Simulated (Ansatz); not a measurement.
The system is BAs.

```xyz
2
Lattice="0.0000 2.3885 2.3885 2.3885 0.0000 2.3885 2.3885 2.3885 0.0000" Properties=species:S:1:pos:R:3 pbc="T T T"
As    3.5827    3.5827    3.5827
B     0.0000    0.0000    0.0000
```

- Program: Ansatz 0.2.0
- Task: single point
- Functional: PBE
- Potentials or basis: all-electron LAPW, scalar-relativistic
- Cutoff: 315 eV (chosen from the basis error)
- Basis error allowed: 0.001 eV/atom
- k mesh: 10 × 10 × 10
- Occupations: fermi-dirac, width 0.05 eV
- Spin: no spin polarisation

On this cell: pressure 2.7 GPa; largest force zero by symmetry; band gap on the k mesh 1.19 eV, indirect (least direct gap 3.28 eV).

The same run follows on a disturbed copy (atoms moved at random, drawn with an rms of 0.05 Å):

```
CELL_PARAMETERS angstrom
0.00000 2.38850 2.38850
2.38850 0.00000 2.38850
2.38850 2.38850 0.00000
ATOMIC_POSITIONS crystal
As 0.74962 0.74959 0.73170
B 0.00331 0.97773 0.98514
```

Problem. What changes?

Solution. The energy moves by +16.3 meV/atom; pressure 3.0 GPa; largest force 0.996 eV/Å; band gap on the k mesh 0.66 eV, indirect (least direct gap 2.40 eV).

Forces on the atoms (eV/Å):
```
As  -0.695  0.195 -0.685
B    0.695 -0.195  0.685
```

Stress tensor (GPa, compression positive):
```
 2.93  1.75 -0.44
 1.75  3.08  1.78
-0.44  1.78  2.94
```

A k mesh can miss the band edges.
